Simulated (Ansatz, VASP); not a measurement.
# Sn in VASP and in Ansatz

```
Sn
1.0
    -2.96590    2.96590    1.61387
     2.96590   -2.96590    1.61387
     2.96590    2.96590   -1.61387
Sn
2
Direct
  0.00000 0.00000 0.00000
  0.75000 0.25000 0.50000
```

Alike in both runs: functional PBE; k mesh 12 × 12 × 12; occupations fermi-dirac, width 0.05 eV; no spin polarisation.

Ansatz relaxed the structure, and its values are those at the end. VASP's run is a single point on that final structure, the one shown.

|  | VASP | Ansatz |
| --- | --- | --- |
| version | VASP 6.6.1 | Ansatz 0.2.0 |
| potentials or method | VASP PAW PBE potentials, release 64 (Sn_d), cutoff 520 eV | all-electron LAPW, scalar-relativistic |

Ansatz gave:

```
pressure (GPa) : 0.0
```

**Question.** Estimate VASP's values.

**Answer.** Pressure (GPa): -0.1.

Ansatz ran all-electron here, so the differences hold the error of VASP's frozen core and of both bases.
